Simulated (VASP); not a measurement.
A run of VASP 6.6.1:

INCAR

```
  ALGO = Normal
  EDIFF = 1E-6
  ENCUT = 520
  GGA = PE
  ISIF = 2
  ISMEAR = 0
  LASPH = True
  LCHARG = True
  LELF = True
  LREAL = False
  LVHAR = True
  LWAVE = False
  NBANDS = 11
  NELM = 100
  PREC = Accurate
  SIGMA = 0.024
```

KPOINTS

```
k-points
0
Gamma
  12 12 12
```

The input POSCAR:

```
BN
1.0
    1.2511217832      0.7223354983      3.3729344033
   -1.2511217832      0.7223354983      3.3729344033
    0.0000000000     -1.4446709966      3.3729344033
N B
1 1
Direct
    0.6672382000      0.6672382000      0.6672382000
    0.0003288000      0.0003288000      0.0003288000
```

Potentials or basis: VASP PAW PBE potentials, release 64 (N, B).

Run with:

```sh
$ cat potpaw_PBE.64/N/POTCAR potpaw_PBE.64/B/POTCAR > POTCAR
$ mpirun -np 1 vasp_std > vasp.out
```

Hardware: 1 thread of Intel(R) Xeon(R) Platinum 8559C (Emerald Rapids) (shared host).

Problem. Estimate the wall time of this run.

Solution. It took 38 s on 1 thread of Intel(R) Xeon(R) Platinum 8559C (Emerald Rapids) (shared host), peak memory 0.17 GiB. Counts: scf iterations 13, k points 189.
